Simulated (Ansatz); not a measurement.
CuO: course of a relaxation

Theory: Ansatz, DFT PBE, scalar-relativistic, plane waves, PAW. Run with 420 eV cutoff, 14×14×8 k-mesh, Gaussian smearing of 0.10 eV, no spin polarisation.

What was changed: relaxed at 10 GPa.

Other phases may be more stable at this pressure.

Command:

```bash
ansatz run input.yaml --threads 1 --pin off --max-ram 2560MiB --backend cpu --events-out ev --progress --plain --runs-dir out
```

Input:

```yaml
crystal:
  lattice:
    - [2.0294599023, -2.0323865425, 0.0]
    - [2.0294599023, 2.0323865425, 0.0]
    - [0.0, 0.0, 5.0857451582]
  atoms:
    - { symbol: Cu, position: [0.0, 0.5, 0.0] }
    - { symbol: Cu, position: [0.5, 0.0, 0.5] }
    - { symbol: O, position: [0.5, 0.5, 0.25] }
    - { symbol: O, position: [0.5, 0.5, 0.75] }
basis:
  ecutwfc: 420
kpoints:
  mp_grid: { grid: [14, 14, 8] }
hamiltonian:
  xc: pbe
scf:
  occupations: { method: gaussian, width: 0.1 }
output:
  forces: true
  stress: true
  eigenvalues: true
relax:
  adjacent_minimum: "off"
  f_tol: 0.008
  max_steps: 50
  cell: { stress_tol: 0.08, p_target: 10.0 }
```

F is the free energy. Steps run on the plane waves of an earlier cell, but the last one, and at times one on the way, on a freshly chosen basis, so a repeated geometry can differ a little in energy. The relaxation lowers the enthalpy F + PV at the target pressure, so F itself can rise.

Steps:

```csv
step,F − F(1) (eV),largest force component (eV/Å),V (Å³/atom),P (GPa)
1,0.0000,0.000,10.488,10.86
2,-0.0027,0.000,10.491,10.45
3,-0.0051,0.000,10.498,9.99
4,-0.0054,0.000,10.498,10.00
```

Relaxed structure:

```cif
data_structure
_symmetry_space_group_name_H-M 'P 1'
_symmetry_Int_Tables_number 1
_cell_length_a 2.8603
_cell_length_b 2.8603
_cell_length_c 5.1330
_cell_angle_alpha 90.000
_cell_angle_beta 90.000
_cell_angle_gamma 90.078
_cell_volume 41.99
loop_
_atom_site_label
_atom_site_type_symbol
_atom_site_fract_x
_atom_site_fract_y
_atom_site_fract_z
_atom_site_occupancy
Cu1 Cu 0.00000 0.50000 0.00000 1
Cu2 Cu 0.50000 0.00000 0.50000 1
O1 O 0.50000 0.50000 0.25000 1
O2 O 0.50000 0.50000 0.75000 1
```

The structure is tetragonal, space group P4_2/mmc (No. 131). The conventional cell has a = 2.860 Å, b = 2.860 Å, c = 5.133 Å, α = 90.00°, β = 90.00°, γ = 90.00°. Cu (site symmetry mmm) has 4 O at 1.92 Å as nearest neighbours. O (site symmetry -4m2) has 4 Cu at 1.92 Å as nearest neighbours.

The run converged. The run took 68 s on 1 thread of Arm Neoverse V2, with other jobs on the host, peak memory 0.53 GiB.